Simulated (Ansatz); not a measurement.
BP:

```
P B
1.0
     0.00000    2.26900    2.26900
     2.26900    0.00000    2.26900
     2.26900    2.26900    0.00000
P B
1 1
Cartesian
  3.4035 3.4035 3.4035
  0.0000 0.0000 0.0000
```

Base run:

| Quantity | Value |
| --- | --- |
| Program | Ansatz 0.2.0 |
| Functional | revPBE |
| Potentials or basis | all-electron LAPW, scalar-relativistic |
| Cutoff | 280 eV (chosen from the basis error) |
| Basis error allowed | 0.001 eV/atom |
| k mesh | 10 × 10 × 10 |
| Occupations | fermi-dirac, width 0.05 eV |
| Spin | no spin polarisation |

Its results: band gap on the k mesh 1.26 eV, indirect (least direct gap 3.41 eV); pressure 3.2 GPa.

Q: The run is repeated on the same cell with these changes: functional from revPBE to PBE. What comes out?

A: Band gap on the k mesh 1.25 eV, indirect (least direct gap 3.41 eV); pressure 1.1 GPa.

PBE binds more tightly than revPBE, so the same cell stands under less pressure.
